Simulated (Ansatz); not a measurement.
Formation energy of CdCl2-type PbO2

The computed numbers are results of PBE, scalar-relativistic (no spin polarisation) in the plane-wave PAW code Ansatz at 420 eV, Γ-centred 12×12×12 mesh, 0.05 eV Gaussian smearing. The datasets are Ansatz's generated set soft_2.

This is a trial structure; measured cells of the compound in the Crystallography Open Database are in space groups Pbcn, P42/mnm.

The structure is trigonal, space group R-3m (No. 166). Conventional cell: a = 3.446 Å, b = 3.446 Å, c = 13.344 Å, α = 90.00°, β = 90.00°, γ = 120.00°. Pb (site symmetry -3m) has 6 O at 2.24 Å as nearest neighbours. O (site symmetry 3m) is surrounded by 3 Pb at 2.24 Å. (Shells end 15 % past the nearest neighbour.)

The elements were computed in their standard states (gases as isolated molecules) with the same datasets, cutoff and functional. Absolute energies hang on the potentials; compare differences alone.

Energy of the relaxed cell (3 atoms, smearing extrapolated to zero): -13038.481 eV. Elements, in eV/atom: Pb -11906.418, O -564.968.

Question: What is the formation energy?

Answer: [-13038.481 − (1 × -11906.418 + 2 × -564.968)] / 3 = -0.71 eV/atom, or -68 kJ per mole of atoms.

The value is for 0 K, without zero-point energy and without any correction for the binding of gas molecules. Uncorrected semilocal values for oxides, chalcogenides and halides often miss by tenths of an eV an atom. A negative value shows stability against the elements alone, not against other compounds or structures.

Bader charges against formal ones: Pb +1.96 (+4), O −0.98 (−2). The cations give up 49 % of the formal charge; Bader charges stay under formal ones because the anions' density reaches into the cations' basins, the more so the higher the formal charge and the softer the anion.

No spin–orbit coupling, a notable omission for heavy elements. The structure is built of weakly bound layers, and this functional has no dispersion term, so their spacing and all that hangs on it (volume, the soft elastic constants, low modes, dielectric constants) are poorly given.
